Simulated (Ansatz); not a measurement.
Given:

CsBr (CsCl type)

```xyz
4
Lattice="8.6470 0.0000 0.0000 0.0000 4.3235 0.0000 0.0000 0.0000 4.3235" Properties=species:S:1:pos:R:3 pbc="T T T"
Cs     0.0000     0.0000     0.0000
Cs     4.3235     0.0000     0.0000
Br     2.1617     2.1617     2.1617
Br     6.4852     2.1617     2.1617
```

In this cell atom 4 (Br, nearest neighbour Cs at 3.744 Å; its periodic images, 4.3 Å or more away, move with it) is moved by s along Cartesian [111], unit vector (0.577, 0.577, 0.577); all other atoms and the cell stay fixed.

The numbers are results of r2SCAN (plane waves to 500 eV, PAW, scalar-relativistic; Ansatz, an electronic-structure program), not measurements. k mesh 3×6×6 (Γ-centred), Fermi-Dirac smearing 0.05 eV. Energies are smeared free energies. CsBr was relaxed with its symmetry unable to fall. ΔE is measured from the undisplaced structure.

The scan covers s from -0.750 to 0.750 Å in 11 points.

Problem. Is the energy the same for equal positive and negative displacements?

Solution. Even: the same for both signs. With its periodic images moving along, the atom's site symmetry in this cell is 4/mmm.

Problem. What is the energy change at s = 0.750 Å?

Solution. 497 meV/cell.

Problem. What force acts on the atom along the line at s = -0.750 Å?

Solution. 1.83 eV/Å.

Problem. What is the force constant k = d²E/ds² of this move at s = 0?

Solution. 1.18 eV/Å².

(A displaced cell: forces are minus the slopes of the energy, force constants its curvatures, and phonons follow from these.)
